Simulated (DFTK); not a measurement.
The system is KBr.

```
CELL_PARAMETERS angstrom
0.00000 3.30000 3.30000
3.30000 0.00000 3.30000
3.30000 3.30000 0.00000
ATOMIC_POSITIONS crystal
Br 0.50000 0.50000 0.50000
K 0.00000 0.00000 0.00000
```

Base run:

```yaml
Program: DFTK 0.8.2
Functional: PBE
Potentials_or_basis: dojo.nc.sr.pbe.v0_4_1.standard.upf (PBE)
Cutoff: 1007 eV
k_mesh: 7 × 7 × 7
Occupations: fermi-dirac, width 0.05 eV
Spin: no spin polarisation
```

Its results: band gap on the k mesh 4.44 eV, direct; pressure 0.7 GPa.

The run is repeated on the same cell with these changes: functional from PBE to PBEsol; potentials or basis from dojo.nc.sr.pbe.v0_4_1.standard.upf (PBE) to dojo.nc.sr.pbesol.v0_4_1.standard.upf (PBEsol). What comes out?

Band gap on the k mesh 4.28 eV, direct; pressure -0.3 GPa.

Caveats: an odd mesh through Γ misses points on the zone boundary, where band edges often lie.

Not every run made on this cell is shown here.
